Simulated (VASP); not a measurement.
Input of a VASP 6.6.1 run:

File INCAR:

```
SYSTEM = CeO
PREC = Accurate ; ENCUT = 520
EDIFF = 1E-7 ; ISMEAR = 0
SIGMA = 0.05 ; LREAL = .False.
LASPH = .True. ; NELM = 120
ALGO = Normal ; ISIF = 2
LWAVE = .False. ; LCHARG = .True.
ISPIN = 2 ; MAGMOM = 1 -1 0 0
LORBIT = 11 ; LMAXMIX = 6
LELF = .True. ; LVHAR = .True.
NBANDS = 30
```

KPOINTS

```
Automatic mesh
0
Gamma
  5 8 9
  0 0 0
```

The input POSCAR:

```
CeO
1.0
    0.0000000000      1.4224239000      7.8607844000
   -2.4637104600      0.0000000000      0.0000000000
    0.0000000000     -1.4224239000      3.9303922000
Ce O
2 2
Direct
    0.5000000000      0.0000000000      0.5000000000
    0.0000000000      0.5000000000      0.5000000000
    0.0000000000      0.0000000000      0.0000000000
    0.5000000000      0.5000000000      0.0000000000
```

Potentials or basis: VASP PAW LDA potentials, release 64 (Ce, O).

Command:

```bash
$ cat potpaw_LDA.64/Ce/POTCAR potpaw_LDA.64/O/POTCAR > POTCAR
$ mpirun -np 1 vasp_std > vasp.out
```

(1) Predict the band gap on the k mesh.

(2) Estimate the net moment.

(3) Predict the pressure.

Answers

(1) none (metal or under the smearing width).

(2) 0.00 μB per cell.

(3) 112.2 GPa.

Caveat: the magnetic or orbital state may not be the lowest; a pressure of tens of GPa on the cell as given is suspect, and the run, the potentials or the cell itself is likely at fault; spin-orbit coupling is left out, which moves the levels of the heavy elements; without U or exact exchange the open f shell lies at the Fermi level, which spoils levels, moments and volumes.
